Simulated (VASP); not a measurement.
Crystal: BeTe.

```xyz
2
Lattice="0.0000 2.7700 2.7700 2.7700 0.0000 2.7700 2.7700 2.7700 0.0000" Properties=species:S:1:pos:R:3 pbc="T T T"
Te    4.1550    4.1550    4.1550
Be    0.0000    0.0000    0.0000
```

```yaml
Program: VASP 6.6.1
Task: relaxation of cell and atoms
Functional: PBE
Potentials_or_basis: VASP PAW PBE potentials, release 64 (Te_GW, Be_sv_GW)
Cutoff: 680 eV
k_mesh: 8 × 8 × 8
Occupations: fermi-dirac, width 0.05 eV
Spin: no spin polarisation
```

At the start: pressure 4.0 GPa; volume 21.25 Å³/atom.

Question: How do energy, volume and symmetry change on relaxing?

Answer: Over 3 steps the energy falls by 15.5 meV/atom and the volume is 22.54 Å³/atom (+6.1 %); space group F-43m (No. 216, to 0.05 Å).

Step by step:
```
step  energy change (eV)  largest force (eV/Å)  pressure (GPa)  volume (Å³)
   1              0.0000                0.0000            4.02        42.51
   2             -0.0284                0.0000           -1.03        45.88
   3             -0.0310                0.0000            0.01        45.08
```

Final structure:
```
Te Be
1.0
     0.00000    2.82480    2.82480
     2.82480    0.00000    2.82480
     2.82480    2.82480    0.00000
Te Be
1 1
Direct
  0.75000 0.75000 0.75000
  0.00000 0.00000 0.00000
```
